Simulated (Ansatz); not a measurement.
Write the native input for Ansatz 0.2.0 that does the following.

```yaml
Task: single point
Functional: PBE
Potentials_or_basis: all-electron LAPW, scalar-relativistic
Cutoff: 208 eV (chosen from the basis error)
Basis_error_allowed: 0.001 eV/atom
k_mesh: 9 × 9 × 9
Occupations: gaussian, width 0.025 eV
Spin: no spin polarisation
```

Crystal: Sn.

```
Sn
1.0
    -2.94014    2.94014    1.59930
     2.94014   -2.94014    1.59930
     2.94014    2.94014   -1.59930
Sn
2
Direct
  0.00000 0.00000 0.00000
  0.75000 0.25000 0.50000
```

One way to write it, as run:

input.yaml

```yaml
crystal:
  lattice:
    - [-2.9401404553, 2.9401404553, 1.5993019889]
    - [2.9401404553, -2.9401404553, 1.5993019889]
    - [2.9401404553, 2.9401404553, -1.5993019889]
  atoms:
    - { symbol: Sn, position: [0.0, 0.0, 0.0] }
    - { symbol: Sn, position: [0.75, 0.25, 0.5] }
kpoints:
  mp_grid: { grid: [9, 9, 9] }
scf:
  occupations: { method: gaussian, width: 0.025 }
hamiltonian:
  xc: pbe
  pseudopotentials: { kind: all_electron, lapw: { basis_error: 0.001 } }
output:
  forces: true
  stress: true
  eigenvalues: true
```

Potentials or basis: all-electron LAPW, scalar-relativistic.

Run with:

```console
$ ansatz run input.yaml --threads 1 --pin off --max-ram 3072MiB --backend cpu --events-out ev --progress --plain --runs-dir out
```

It gave:

```yaml
Pressure: 1.4 GPa
Band_gap_on_the_k_mesh: none (metal or under the smearing width)
```

Run time: 18 s on 1 thread of Intel(R) Xeon(R) Processor @ 2.70GHz (shared host), peak memory 0.38 GiB.
